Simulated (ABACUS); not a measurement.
N under changes of volume

One of the cells (22.292 Å³/atom); the others are scaled copies at fixed shape and fractional positions:

```
N
1.0
     4.08406    0.00000    0.00000
     0.00000    4.08406    0.00000
     0.00000    0.00000    5.34591
N
4
Direct
  0.40428 0.59572 0.50000
  0.09572 0.09572 0.00000
  0.59572 0.40428 0.50000
  0.90428 0.90428 0.00000
```

* Program: ABACUS 3.10.1
* Functional: PBE
* Potentials or basis: PseudoDojo NC SR 0.4.1 PBE standard
* Cutoff: 1143 eV
* Density cutoff: 4572 eV
* Basis: plane waves
* k mesh: 7 × 7 × 5
* Occupations: fermi-dirac, width 0.05 eV
* Spin: no spin polarisation

| volume (Å³/atom) | energy over the lowest point (meV/atom) | pressure (GPa) | gap on the mesh (eV) | largest force (eV/Å) |
| --- | --- | --- | --- | --- |
| 20.954 | ? | ? | ? | ? |
| 21.400 | 8.00 | 3.0 | 7.04 | 1.705 |
| 21.846 | 1.87 | 1.4 | 6.99 | 0.595 |
| 22.292 | 0.00 | -0.1 | 6.94 | 0.444 |
| 22.738 | 2.01 | -1.4 | 6.89 | 1.417 |
| 23.184 | 7.55 | -2.6 | 6.84 | 2.328 |
| 23.629 | 16.30 | -3.7 | 6.80 | 3.182 |

What does the run at 20.954 Å³/atom give?

Energy over the lowest point 18.80 meV/atom; pressure 4.8 GPa; gap on the mesh 7.08 eV; largest force 2.892 eV/Å.

Worked out: A Birch-Murnaghan fit of order 3 (a polynomial in V^(-2/3)) to the other rows has its minimum at 22.28 Å³/atom with B0 = V·E''(V) = 70 GPa and B' = 3.6 at fixed shape and positions, which overstates the stiffness. It gives 18.80 meV/atom at 20.954 Å³/atom, against the run's 18.80, and -dE/dV = 4.8 GPa, against 4.8. A straight line through the other rows of the gap, of slope -2.45 eV per unit of ln V, extrapolates to 7.09 eV, against the run's 7.08.

Energies are extrapolated to zero smearing.

Caveats: an odd mesh through Γ misses points on the zone boundary, where band edges often lie; forces of over 1 eV/Å show positions far from the minimum, so gaps and moduli don't describe the material at rest (some runs).
